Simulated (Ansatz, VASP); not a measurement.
# One calculation of V, two programs

File INCAR:

```
SYSTEM = V
PREC     = Accurate       ! precision mode
ENCUT    = 520            ! plane-wave cutoff, eV
EDIFF    = 1E-6           ! SCF threshold, eV
ISMEAR   = -1             ! smearing method
SIGMA    = 0.1            ! smearing width, eV
LREAL    = .False.        ! projectors in reciprocal space
LASPH    = .True.         ! aspherical terms in the spheres
NELM     = 100            ! most SCF steps
ALGO     = Normal         ! electronic algorithm
ISIF     = 2              ! what is computed and relaxed
LWAVE    = .False.        ! write WAVECAR
LCHARG   = .False.        ! write CHGCAR
GGA      = PE             ! functional
NBANDS   = 12             ! bands
```

The input KPOINTS:

```
Automatic mesh
0
Gamma
  7 7 7
  0 0 0
```

Contents of POSCAR:

```
V
1.0
   -1.4991761207      1.4991761207      1.4991761207
    1.4991761207     -1.4991761207      1.4991761207
    1.4991761207      1.4991761207     -1.4991761207
V
1
Direct
    0.0000000000      0.0000000000      0.0000000000
```

Input for Ansatz:

```yaml
crystal:
  lattice:
    - [-1.4991761207, 1.4991761207, 1.4991761207]
    - [1.4991761207, -1.4991761207, 1.4991761207]
    - [1.4991761207, 1.4991761207, -1.4991761207]
  atoms:
    - { symbol: V, position: [0.0, 0.0, 0.0] }
hamiltonian:
  xc: pbe
  pseudopotentials:
    kind: paw
    azcp:
      V: "pseudopotentials/V.paw.azcp"
basis:
  ecutwfc: 420
  fft_grid_basis: typed
kpoints:
  mp_grid: { grid: [7, 7, 7], shift: [0, 0, 0] }
magnetization:
  spin_polarized: false
scf:
  occupations: { method: fermi_dirac, width: 0.1 }
  lower_state_search: "off"
output:
  stress: true
```

Alike in both runs: task single point; functional PBE; k mesh 7 × 7 × 7; occupations fermi-dirac, width 0.1 eV; no spin polarisation.

|  | VASP | Ansatz |
| --- | --- | --- |
| version | VASP 6.6.1 | Ansatz 0.2.0 |
| potentials or method | VASP PAW PBE potentials, release 64 (V_sv) | plane waves (420 eV) with PAW, scalar-relativistic |
| plane-wave cutoff (eV) | 520 | 420 |
| valence electrons in the cell | 13 | 13 |

|  | VASP | Ansatz | Ansatz less VASP |
| --- | --- | --- | --- |
| pressure (GPa) | 0.7 | 0.4 | -0.25 |

Caveats: the k mesh is coarse (spacing up to 0.42 Å⁻¹), so the values aren't converged.
